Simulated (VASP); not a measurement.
# C (P6_3/mmc) in VASP: a series of runs, part 2 of 2

VASP 6.6.1. Earlier steps stand in the parts before.

**3. Relaxation of cell and atoms, LDA**

This run uses another cell than the first one, of 5.67 Å³/atom, 1.028 times its volume.

Contents of INCAR:

```
PREC     = Accurate       # precision mode
ENCUT    = 600            # plane-wave cutoff, eV
EDIFF    = 1E-6           # SCF threshold, eV
ISMEAR   = 0              # smearing method
SIGMA    = 0.01           # smearing width, eV
LREAL    = False          # projectors in reciprocal space
LASPH    = True           # aspherical terms in the spheres
NELM     = 100            # most SCF steps
ALGO     = Normal         # electronic algorithm
ISIF     = 3              # what is computed and relaxed
LWAVE    = False          # write WAVECAR
LCHARG   = False          # write CHGCAR
IBRION   = 2              # ionic algorithm
NSW      = 80             # ionic steps
EDIFFG   = -0.002         # ionic threshold
```

Contents of KPOINTS:

```
Automatic mesh
0
Gamma
  12 12 8
```

Contents of POSCAR:

```
C
1.0
    2.5100000000      0.0000000000      0.0000000000
   -1.2550000000      2.1737237635      0.0000000000
    0.0000000000      0.0000000000      4.1600000000
C
4
Direct
    0.3333333333      0.6666666667      0.0625000000
    0.6666666667      0.3333333333      0.5625000000
    0.6666666667      0.3333333333      0.9375000000
    0.3333333333      0.6666666667      0.4375000000
```

Potentials or basis: VASP PAW LDA potentials, release 64 (C).

Command:

```
$ cat potpaw_LDA.64/C/POTCAR > POTCAR
$ mpirun -np 1 vasp_std > vasp.out
```

OUTCAR:

```text
PREC = Accurate
   ENCUT = 600
   EDIFF = 1E-6
   ISMEAR = 0
   LREAL = False
   LASPH = True
   NELM = 100
   ISIF = 3
   IBRION = 2
   NSW = 80
   EDIFFG = -0.002

 ion  position               nearest neighbor table
   1  0.333  0.667  0.062-   3 1.54   3 1.54   3 1.54   4 1.56
   2  0.667  0.333  0.562-   4 1.54   4 1.54   4 1.54   3 1.56
   3  0.667  0.333  0.938-   1 1.54   1 1.54   1 1.54   2 1.56
   4  0.333  0.667  0.438-   2 1.54   2 1.54   2 1.54   1 1.56

  LATTYP: Found a hexagonal cell.
 ALAT       =     2.5100000000
 C/A-ratio  =     1.6573705179

  Lattice vectors:

 A1 = (   2.5100000000,   0.0000000000,   0.0000000000)
 A2 = (  -1.2550000000,   2.1737237635,   0.0000000000)
 A3 = (   0.0000000000,   0.0000000000,   4.1600000000)

Analysis of symmetry for initial positions (statically):
=====================================================================
 Subroutine PRICEL returns:
 Original cell was already a primitive cell.

 Routine SETGRP: Setting up the symmetry group for a
 hexagonal supercell.

 Subroutine GETGRP returns: Found 24 space group operations
 (whereof 12 operations were pure point group operations)
 out of a pool of 24 trial point group operations.

The static configuration has the point symmetry D_3d.
 The point group associated with its full space group is D_6h.

Analysis of symmetry for dynamics (positions and initial velocities):
[... 361 lines left out ...]
  ext. energy  EPLUGINS =         0.00000000
  ---------------------------------------------------
  free energy    TOTEN  =       -40.40697262 eV

  energy without entropy =      -40.40697262  energy(sigma->0) =      -40.40697262

 E-fermi :  10.5107     XC(G=0): -13.6157

 val. band max:       10.3974364152   @ k =   0.0000   0.0000   0.0000
 cond. band min:      13.4118512843   @ k =   0.3333   0.3333   0.0000
 fundamental gap:      3.0144148691
 Fermi energy:        10.5106915547

 k-point     1 :       0.0000    0.0000    0.0000
  band No.  band energies     occupation
      1     -11.5842      2.00000
      2      -5.8149      2.00000
      3      -3.5839      2.00000
      4       7.2522      2.00000
      5       7.2522      2.00000
      6       9.8768      2.00000
      7      10.3974      2.00000
      8      10.3974      2.00000
      9      15.3631      0.00000
     10      15.3631      0.00000
     11      15.7435      0.00000
     12      19.0118      0.00000
[... 331 lines left out ...]
 k-point    24 :       0.3333   -0.0000    0.1250
  band No.  band energies     occupation
      1      -8.7181      2.00000
      2      -4.0661      2.00000
      3      -0.9740      2.00000
      4       0.3062      2.00000
      5       3.3446      2.00000
      6       4.5126      2.00000
      7       6.6057      2.00000
      8       7.6018      2.00000
      9      15.1866      0.00000
     10      17.7011      0.00000
     11      18.7620      0.00000
     12      18.9851      0.00000

 [... further k-points ...]

------------------------ aborting loop because EDIFF is reached ----------------------------------------

  FORCE on cell =-STRESS in cart. coord.  units (eV):
  Direction    XX          YY          ZZ          XY          YZ          ZX
  --------------------------------------------------------------------------------------
  -------------------------------------------------------------------------------------
  Total       -0.0003722     -0.0003722      0.0013751      0.0000000      0.0000000      0.0000000
  in kB       -0.0269497     -0.0269497      0.0995790      0.0000000      0.0000000      0.0000000
  external PRESSURE =       0.0152265 kB  Pullay stress =       0.0000000 kB
[... 19 lines left out ...]
  FREE ENERGIE OF THE ION-ELECTRON SYSTEM (eV)
  ---------------------------------------------------
  free  energy   TOTEN  =       -40.4069726183 eV

  energy  without entropy=      -40.4069726183  energy(sigma->0) =      -40.40697262

 reached required accuracy - stopping structural energy minimisation
```

CONTCAR:

```text
C
   1.00000000000000
     2.4846315004656123    0.0000000000000000    0.0000000000000000
    -1.2423157502328062    2.1517539984472949   -0.0000000000000000
     0.0000000000000000    0.0000000000000000    4.1383557844711660
  C
     4
Direct
     0.3333333332999970    0.6666666667000030    0.0628387832473076
     0.6666666667000030    0.3333333332999970    0.5628387832473075
     0.6666666667000030    0.3333333332999970    0.9371612167526925
     0.3333333332999970    0.6666666667000030    0.4371612167526923

  0.00000000E+00  0.00000000E+00  0.00000000E+00
  0.00000000E+00  0.00000000E+00  0.00000000E+00
  0.00000000E+00  0.00000000E+00  0.00000000E+00
  0.00000000E+00  0.00000000E+00  0.00000000E+00
```

It took 92 s on 1 thread of Intel Xeon Platinum 8488C (Sapphire Rapids), shared host; peak memory 0.13 GiB.

Results:

| Quantity | Value |
| --- | --- |
| Free energy | -40.4070 eV |
| Relaxed volume | 5.53 Å³/atom |
| Relaxed cell | a = 2.485 Å, b = 2.485 Å, c = 4.138 Å, α = 90.00°, β = 90.00°, γ = 120.00° |
| Space group after relaxing (to 0.05 Å) | P6_3/mmc (No. 194) |
| Energy gained by relaxing | 5.5 meV/atom |
| Ionic steps | 6 |
| Pressure after relaxing | 0.0 GPa |
| Band gap on the k mesh | 3.01 eV, indirect (least direct gap 4.97 eV) |

Step by step:
```tsv
step	energy change (eV)	largest force (eV/Å)	pressure (GPa)	volume (Å³)
1	0.0000	0.0649	-11.28	22.70
2	0.0152	0.0709	16.18	21.41
3	-0.0222	0.0027	-0.03	22.13
4	-0.0222	0.0016	0.20	22.12
5	-0.0222	0.0032	-0.22	22.14
6	-0.0222	0.0008	0.00	22.12
```

Final structure:
```
CELL_PARAMETERS angstrom
2.48463 0.00000 0.00000
-1.24232 2.15175 0.00000
0.00000 0.00000 4.13836
ATOMIC_POSITIONS crystal
C 0.33333 0.66667 0.06284
C 0.66667 0.33333 0.56284
C 0.66667 0.33333 0.93716
C 0.33333 0.66667 0.43716
```

Levels at points of the mesh, in eV from the valence-band top:
```
           k point  band 4  band 5  band 6  band 7  band 8  band 9  band 10  band 11  band 12
(0.00, 0.00, 0.00)   -3.15   -3.15   -0.52    0.00    0.00    4.97     4.97     5.35     8.61
(0.50, 0.00, 0.00)  -10.10   -9.45   -6.61   -6.15   -3.20    4.52     7.93     8.31     8.45
(0.00, 0.00, 0.50)   -7.14   -1.89   -1.89   -1.89   -1.89    7.29     7.29     7.29     7.29
(0.50, 0.00, 0.50)  -13.19   -5.22   -5.22   -4.91   -4.91    5.92     5.92     6.62     6.62
```

A k mesh can miss the band edges.
